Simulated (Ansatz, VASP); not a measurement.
One calculation of BN, two programs

```
CELL_PARAMETERS angstrom
2.29431 0.00000 0.00000
-1.14715 1.98693 0.00000
0.00000 0.00000 7.93441
ATOMIC_POSITIONS crystal
B 0.33333 0.66667 0.25000
B 0.66667 0.33333 0.75000
N 0.33333 0.66667 0.75000
N 0.66667 0.33333 0.25000
```

Alike in both runs: task single point; functional LDA; k mesh 12 × 12 × 4; occupations gaussian, width 0.05 eV; no spin polarisation.

|  | VASP | Ansatz |
| --- | --- | --- |
| version | VASP 6.6.1 | Ansatz 0.2.0 |
| potentials or method | VASP PAW LDA potentials, release 64 (B, N) | scalar-relativistic, plane waves, PAW |
| plane-wave cutoff (eV) | 520 | 420 |
| valence electrons in the cell | 16 | 16 |

```tsv
	VASP	Ansatz	Ansatz less VASP
gap on the k mesh at the Fermi level (eV)	3.73	3.75	+0.022
least direct gap on the mesh (eV)	4.70	4.72	+0.018
```

 A k mesh can miss the band edges.
